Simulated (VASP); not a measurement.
Here is a VASP 6.6.1 calculation.

Contents of POSCAR:

```
Ti
1.0
    0.0000000000      2.0300000000      2.0300000000
    2.0300000000      0.0000000000      2.0300000000
    2.0300000000      2.0300000000      0.0000000000
Ti
1
Direct
    0.0000000000      0.0000000000      0.0000000000
```

File INCAR.step1:

```
SYSTEM = Ti
ALGO = Fast
EDIFF = 1E-7
ENCUT = 520
GGA = PE
ISIF = 2
ISMEAR = 1
IVDW = 263
LASPH = .True.
LCHARG = .True.
LMAXMIX = 4
LREAL = .False.
LWAVE = .False.
NBANDS = 12
NELM = 100
PREC = Accurate
SIGMA = 0.2
```

The input KPOINTS.step1:

```
k-points
0
Gamma
  11 11 11
  0 0 0
```

The input INCAR.step2:

```
SYSTEM = Ti
ALGO = Fast
EDIFF = 1E-7
ENCUT = 520
GGA = PE
ICHARG = 11
ISIF = 2
ISMEAR = -5
IVDW = 263
LASPH = .True.
LCHARG = .False.
LMAXMIX = 4
LORBIT = 11
LREAL = .False.
LWAVE = .False.
NBANDS = 12
NEDOS = 1001
NELM = 100
PREC = Accurate
SIGMA = 0.2
```

KPOINTS.step2

```
k-points
0
Gamma
  17 17 17
  0 0 0
```

Potentials or basis: VASP PAW PBE potentials, release 64 (Ti_sv).

Command:

```bash
$ cat potpaw_PBE.64/Ti_sv/POTCAR > POTCAR
$ cp INCAR.step1 INCAR
$ cp KPOINTS.step1 KPOINTS
$ mpirun -np 1 vasp_std > vasp.out
$ cp INCAR.step2 INCAR
$ cp KPOINTS.step2 KPOINTS
$ mpirun -np 1 vasp_std > vasp.out
```

Q: Predict the dispersion energy per atom.

A: -1.159 eV.

States per cell in windows of 1 eV (zero at the Fermi level; states under -8 eV left out):
```
from (eV)  total  Ti1_d  Ti1_p  Ti1_s
     -8.0   0.00   0.00   0.00   0.00
     -7.0   0.00   0.00   0.00   0.00
     -6.0   0.08   0.00   0.00   0.02
     -5.0   0.13   0.00   0.01   0.04
     -4.0   0.26   0.03   0.02   0.06
     -3.0   0.83   0.30   0.04   0.10
     -2.0   1.24   0.70   0.06   0.04
     -1.0   1.47   0.90   0.10   0.01
      0.0   1.69   1.15   0.09   0.02
      1.0   1.52   1.23   0.03   0.00
      2.0   1.46   1.27   0.02   0.01
      3.0   2.03   1.88   0.02   0.00
      4.0   0.53   0.43   0.03   0.01
      5.0   0.41   0.26   0.05   0.01
      6.0   0.29   0.15   0.05   0.01
      7.0   0.13   0.06   0.03   0.00
```
